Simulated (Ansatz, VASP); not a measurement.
**P in VASP and in Ansatz**

```
P
1.0
     2.35192    0.00000    0.00000
     0.00000    2.35192    0.00000
     0.00000    0.00000    2.46969
P
1
Cartesian
  0.0000 0.0000 0.0000
```

Alike in both runs: task single point; functional PBEsol; dispersion D3(BJ); k mesh 28 × 28 × 28; occupations gaussian, width 0.15 eV; no spin polarisation.

|  | VASP | Ansatz |
| --- | --- | --- |
| version | VASP 6.6.1 | Ansatz 0.2.0 |
| potentials or method | VASP PAW PBE potentials, release 64 (P) | scalar-relativistic, plane waves, PAW |
| plane-wave cutoff (eV) | 520 | 420 |
| valence electrons in the cell | 5 | 5 |

```csv
,VASP,Ansatz,Ansatz less VASP
gap on the k mesh at the Fermi level (eV),none,none,-
pressure (GPa),0.7,0.6,-0.10
largest component of the traceless stress (GPa),8.75,8.75,+0.006
```

A gap of «none» marks a metal or a gap that the smearing closes.

Caveats: the PAW data sets were made with another functional, which shifts forces and pressure a little (VASP); pairwise dispersion overbinds metals, which lowers pressure and volume.
